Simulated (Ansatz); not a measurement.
# C: a line through an energy map

How does the energy of C (R-3m, No. 166; 2 atoms in the cell) vary with amplitude of mode 4 (866 cm⁻¹), at amplitude of mode 6 (1585 cm⁻¹) = 0.06 Å?

Computed with Ansatz 0.2.0 (DFT PBEsol+D3(BJ), scalar-relativistic, plane waves, PAW, unless a step's input says otherwise).

16 further runs of the same task are left out: 16 set aside as unsound or not needed.

### Step 1. Starting point

Symmetry: R-3m, No. 166, trigonal system. The conventional cell has a = 2.458 Å, b = 2.458 Å, c = 9.849 Å, α = 90.00°, β = 90.00°, γ = 120.00°. C (site symmetry 3m) is surrounded by 3 C at 1.42 Å.

Coordinates:

```xyz
2
Lattice="1.2290 0.7096 3.2830 -1.2290 0.7096 3.2830 0.0000 -1.4192 3.2830" Properties=species:S:1:pos:R:3 pbc="T T T"
C     0.0000    0.0000    1.6407
C     0.0000    0.0000    8.2082
```

It is the result of an earlier relaxation at this level (volume 8.59 Å³/atom; gap on the mesh: 0.75 eV).

### Step 2. What is varied

The energy is mapped over two normal modes frozen in (zone-centre modes of the cell shown).

- amplitude of mode 4 (866 cm⁻¹), largest displacement: 7 values from −0.095 to 0.095 Å
- amplitude of mode 6 (1585 cm⁻¹), largest displacement: 7 values from −0.06 to 0.06 Å

Nothing else is relaxed (the cell and all other modes fixed). Energies count from the relaxed high-symmetry cell. Points are written as (first, second).

The modes come from a phonon run on the reference cell, made beforehand.

Displacement patterns for an amplitude of 1 (Å):

```tsv
atom	x1	y1	z1	x2	y2	z2
C1	0.000	0.000	1.000	0.000	1.000	0.000
C2	0.000	0.000	-1.000	0.000	-1.000	0.000
```

### Step 3. The run at (−0.095 Å, 0.06 Å)

Contents of input.yaml:

```yaml
crystal:
  lattice:
    - [1.2290461105, 0.7095901028, 3.2829684898]
    - [-1.2290461105, 0.7095901028, 3.2829684898]
    - [0.0, -1.4191802055, 3.2829684898]
  atoms:
    - { symbol: C, position: [0.1710305173, 0.1710305173, 0.1287525883] }
    - { symbol: C, position: [0.8289694827, 0.8289694827, 0.8712474117] }
basis:
  ecutwfc: 520.0
kpoints:
  mp_grid: { grid: [15, 15, 15] }
hamiltonian:
  xc: pbesol
  pseudopotentials: { kind: paw, azcp: { folder: soft_1 } }
  dispersion: d3bj
scf:
  occupations: { method: gaussian, width: 0.05 }
output:
  forces: true
  stress: true
  eigenvalues: true
```

Command:

```console
> ansatz run input.yaml --threads 1 --pin off --max-ram 2048MiB --backend cpu --events-out ev --progress --plain --runs-dir out
```

The session goes on with these runs: the other points of the line.

Before running it: what results should come out? Wanted: for each run, amplitude of mode 4; energy; slope; pressure; largest force on an atom.

The runs gave:

| amplitude of mode 4 (866 cm⁻¹), largest displacement (Å) | step | energy (eV) | slope (eV per Å) | pressure (GPa) | band gap on the k-mesh (eV) | largest force on an atom (eV/Å) |
| --- | --- | --- | --- | --- | --- | --- |
| −0.095 | 3 | 0.630 | −5.7 | 3.08 | 0.12 | 5.93 |
| −0.063 | 4 | 0.479 | −3.8 | 4.64 | 0.16 | 5.75 |
| −0.032 | 5 | 0.388 | −1.9 | 5.62 | 0.29 | 5.64 |
| 0.000 | 6 | 0.357 | 0.0 | 5.96 | 0.42 | 5.61 |
| 0.032 | 7 | 0.387 | 1.9 | 5.67 | 0.51 | 5.64 |
| 0.063 | – | 0.478 | 3.8 | 4.77 | 0.55 | 5.76 |
| 0.095 | 8 | 0.631 | 5.8 | 3.30 | 0.51 | 5.96 |

Energies count from the relaxed high-symmetry cell. Rows without a step come from runs not printed here or follow by symmetry. Slopes come from the forces (and the stress, where the cell changes), not from differences of energies.

**Reading.** The lowest point of the line is at 0.000 Å, 0.357 eV from the zero. A fit to energies and slopes at the lowest point and its two neighbours puts the minimum at 0.0002 Å, with a curvature of about 60 eV per Å². The highest point computed, at 0.095 Å, lies 0.274 eV above the lowest. This is one cut through a surface in two coordinates; the map's lowest point lies off it. A rigid map gives upper bounds: relaxing the other coordinates can only lower a point. The gap on the mesh closes on part of the grid.

These are semilocal Kohn-Sham gaps, which aren't the measured quantity. Such gaps usually fall short of the measured ones.
